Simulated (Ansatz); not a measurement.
## AlP at 6 GPa: from Born charge to LO–TO splitting and polaron coupling

Method: DFT PBE, scalar-relativistic, plane waves, PAW (Ansatz). Settings: 420 eV plane-wave cutoff, Γ-centred 10×10×10 mesh, fixed occupations. No spin polarisation. Phonons by linear response, acoustic sum rule imposed.

The cell, relaxed at 6 GPa:
```xyz
2
Lattice="0.0000 2.6961 2.6961 2.6961 0.0000 2.6961 2.6961 2.6961 0.0000" Properties=species:S:1:pos:R:3 pbc="T T T"
Al    0.0000    0.0000    0.0000
P     4.0442    4.0442    4.0442
```

Linear response gives ν_TO = 460.4 cm⁻¹, Born charges ±2.208 e (positive on Al) and ε∞ = 8.045. The primitive cell holds 39.196 Å³, and the masses are 26.982 and 30.974 amu.

Problem. Find ν_LO and the static dielectric constant.

Solution. The long-wave field adds a restoring force: ω_LO² − ω_TO² = Z*²e²/(ε_vac ε∞ μV). In these units ν_LO² − ν_TO² = 4.92064×10⁷ Z*²/(μ V ε∞) cm⁻², with μ = m₁m₂/(m₁ + m₂) = 14.420 amu: 52734 cm⁻². So ν_LO = √(460.4² + 52734) = 514.4 cm⁻¹, and the run gives 514.5. Lyddane–Sachs–Teller then gives ε0 = ε∞ (ν_LO/ν_TO)² = 10.05, against 10.05 in the run (it forms both from the same three quantities, so the match checks the arithmetic only). Between ν_TO and ν_LO the dielectric function is negative and an undamped crystal reflects fully: a reststrahlen band from 19.4 to 21.7 μm.

Problem. What do the Clausius–Mossotti polarisability and the Szigeti charge come to?

Solution. With the Lorentz local field, α = (3V/4π)(ε∞ − 1)/(ε∞ + 2) = 6.56 Å³ for the pair, and e_S = 3Z*/(ε∞ + 2) = 0.66 e. The Born charge includes the electrons' response to the dipole's own local field, and e_S takes that enhancement out. The Lorentz field assumes point-like polarisable ions, a poor picture once ε∞ is this large, since the electron clouds then overlap or are shared, so both numbers are formal here.

Problem. How strongly does a slow electron couple to the LO mode?

Solution. For one isotropic parabolic band, Fröhlich's constant is α_F = (1/ε∞ − 1/ε0) √(m* Ry/ħω_LO), with Ry = 13.606 eV, ħω_LO = 63.8 meV and m* in free-electron masses: α_F = 0.0248 × 14.61 × √m* = 0.36 √m*. The band mass isn't part of this run; for m* = 0.1, 0.3 and 1 it gives 0.11, 0.20, 0.36. In weak coupling the polaron lies α_F ħω_LO below the band edge (13 meV at m* = 0.3) with a mass m*(1 + α_F/6); past α_F of about 5 or 6 that expansion fails. A semilocal functional's ε∞ tends to be too large, which taken alone lowers α_F.

Cost: 1 run of about 1.2 core-minutes, on Arm Neoverse N1 (shared hosts).

AlP appears here as a polar but largely covalent semiconductor. Most of its static dielectric response is electronic: ε∞ is already 8.045, and the lattice raises it only to 10.05. The Born charge of 2.208 e lies below the formal trivalent value, yet it is not a measure of static charge on the ions. It also contains the charge that flows through the sp³ bonds as the sublattices move against each other. This sizeable dynamical charge drives the LO–TO splitting, while the easily polarised bonding electrons screen the long-range field and keep the splitting moderate.

The same screening explains the weak Fröhlich coupling, since little ionic polarisation is left for a slow carrier to drag along, and the stiff bonds and light atoms reduce the coupling further by raising the LO energy. Weak coupling holds for all three trial masses. For real carriers the constant sets only a scale, because AlP has anisotropic conduction valleys away from Γ and a degenerate valence-band top, neither of which is a single isotropic parabola.
